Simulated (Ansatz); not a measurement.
ZnTe (zinc blende)

```
ZnTe
1.0
    0.00000     3.03291     3.03291
    3.03291     0.00000     3.03291
    3.03291     3.03291     0.00000
Te Zn
1 1
Direct
  0.75000   0.75000   0.75000
  0.00000   0.00000   0.00000
```

This relaxed cell (volume V₀) is scaled evenly in all directions, its shape held. Symmetry pins the atoms to their sites.

Level of theory: PBEsol (plane waves to 420 eV, PAW, scalar-relativistic; Ansatz, a program for electronic structure). k mesh 9×9×9 (Γ-centred), Fermi-Dirac smearing 0.05 eV. Energies are smeared free energies. Spin-orbit coupling is left out, though Te is heavy. The PAW data are Ansatz's earlier set. ZnTe was relaxed with its symmetry unable to fall. ΔE is measured from the relaxed starting cell.

| V/V₀ | ΔE (eV/atom) |
|---|---|
| 0.840 | 0.1559 |
| 0.867 | 0.1021 |
| 0.893 | ___ |
| 0.920 | 0.0329 |
| 0.947 | ___ |
| 0.973 | 0.0033 |
| 1.000 | 0.0000 |
| 1.027 | 0.0029 |
| 1.053 | 0.0113 |
| 1.080 | ___ |
| 1.107 | 0.0411 |
| 1.133 | ___ |
| 1.160 | 0.0846 |

Q: What belongs in the gaps?

A: 
- 0.893, ΔE (eV/atom): 0.0618
- 0.947, ΔE (eV/atom): 0.0139
- 1.080, ΔE (eV/atom): 0.0242
- 1.133, ΔE (eV/atom): 0.0614

(Under strain, the slope of the energy per volume gives the stress and its curvature an elastic modulus.)
